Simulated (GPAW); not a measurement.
A computed C K-edge spectrum of one site in a crystal of C and Zr, with its zero at a photon energy of about 278.2 eV (raw 284.8 eV, less 6.7 eV of added terms; LDA puts this hole about 3 eV below PBE, itself good to a few eV). Method: GPAW, LDA, excited-electron core hole (neutral cell) in a small cell, dipole transitions, broadening that rises with energy.

Energy from the lowest empty level; intensity scaled to a mean of 1 over the first 20 eV:

| E (eV) | intensity |
| --- | --- |
| -2.0 | 0.00 |
| -1.5 | 0.00 |
| -1.0 | 0.00 |
| -0.5 | 0.09 |
| 0.0 | 0.41 |
| 0.5 | 0.72 |
| 1.0 | 0.82 |
| 1.5 | 0.88 |
| 2.0 | 1.04 |
| 2.5 | 1.25 |
| 3.0 | 1.36 |
| 3.5 | 1.53 |
| 4.0 | 1.99 |
| 4.5 | 2.12 |
| 5.0 | 1.39 |
| 5.5 | 0.82 |
| 6.0 | 0.64 |
| 6.5 | 0.70 |
| 7.0 | 1.03 |
| 7.5 | 1.41 |
| 8.0 | 1.64 |
| 8.5 | 1.79 |
| 9.0 | 1.79 |
| 9.5 | 1.61 |
| 10.0 | 1.40 |
| 10.5 | 1.25 |
| 11.0 | 1.16 |
| 11.5 | 1.13 |
| 12.0 | 1.19 |
| 12.5 | 1.27 |
| 13.0 | 1.27 |
| 13.5 | 1.13 |
| 14.0 | 0.90 |
| 14.5 | 0.68 |
| 15.0 | 0.53 |
| 15.5 | 0.46 |
| 16.0 | 0.42 |
| 16.5 | 0.38 |
| 17.0 | 0.33 |
| 17.5 | 0.28 |
| 18.0 | 0.26 |
| 18.5 | 0.27 |
| 19.0 | 0.30 |
| 19.5 | 0.33 |
| 20.0 | 0.34 |
| 20.5 | 0.34 |
| 21.0 | 0.35 |
| 21.5 | 0.38 |
| 22.0 | 0.44 |
| 22.5 | 0.52 |
| 23.0 | 0.61 |
| 23.5 | 0.70 |
| 24.0 | 0.81 |
| 24.5 | 0.92 |
| 25.0 | 1.04 |
| 25.5 | 1.17 |
| 26.0 | 1.28 |
| 26.5 | 1.35 |
| 27.0 | 1.36 |
| 27.5 | 1.29 |
| 28.0 | 1.17 |
| 28.5 | 1.02 |
| 29.0 | 0.86 |
| 29.5 | 0.71 |

**Question.** What surroundings does the absorber have?

A K edge sees empty p states; the first features are C p mixed into the empty d states of the Zr neighbours, and the broad ones above probably into the cations' higher empty bands. It is atom 2 of ZrC (rock-salt (TiC)1-x(ZrC)x, x = 1, Fm-3m), with 6 Zr at 2.35 Å (octahedral). Its main maxima below 24 eV lie at 4.3 eV (2.18), 8.8 eV (1.81) and 12.8 eV (1.29). A near-edge spectrum doesn't fix the structure by itself; it is matched against candidates. 

[Hosts, paths, dates, database ids (printed as entryN), source tags and the programs' standing remarks are cut or masked in the printed files.]

[Lists of maxima count a maximum above −3 eV only where it reaches 4 % of the highest in the window and stands out from its surroundings by 2 % of it (1.5 % where it reaches 55 %); shoulders and weaker maxima are passed over, and of the rest the first, up to two pre-edge ones and the few strongest are named.]
